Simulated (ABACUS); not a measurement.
InP:

```
In P
1.0
     0.00000    2.93050    2.93050
     2.93050    0.00000    2.93050
     2.93050    2.93050    0.00000
In P
1 1
Direct
  0.00000 0.00000 0.00000
  0.25000 0.25000 0.25000
```

Base run:

| Quantity | Value |
| --- | --- |
| Program | ABACUS 3.10.1 |
| Functional | rSCAN |
| Potentials or basis | SG15 ONCV 1.2 PBE |
| Cutoff | 1116 eV |
| Density cutoff | 4463 eV |
| Basis | plane waves |
| k mesh | 5 × 5 × 5 |
| Occupations | fermi-dirac, width 0.05 eV |
| Spin | no spin polarisation |

Its results: band gap on the k mesh 0.74 eV, direct; pressure 0.3 GPa.

The run is repeated on the same cell with these changes: functional from rSCAN to revTPSS; radial cutoff of the potentials (pseudo_rcut) from 10 bohr to 7 bohr. What comes out?

Band gap on the k mesh 0.75 eV, direct; pressure 2.0 GPa.

Caveats: the potentials were made for another functional, which shifts forces and pressure; spin-orbit coupling is left out, which moves the levels of the heavy elements.

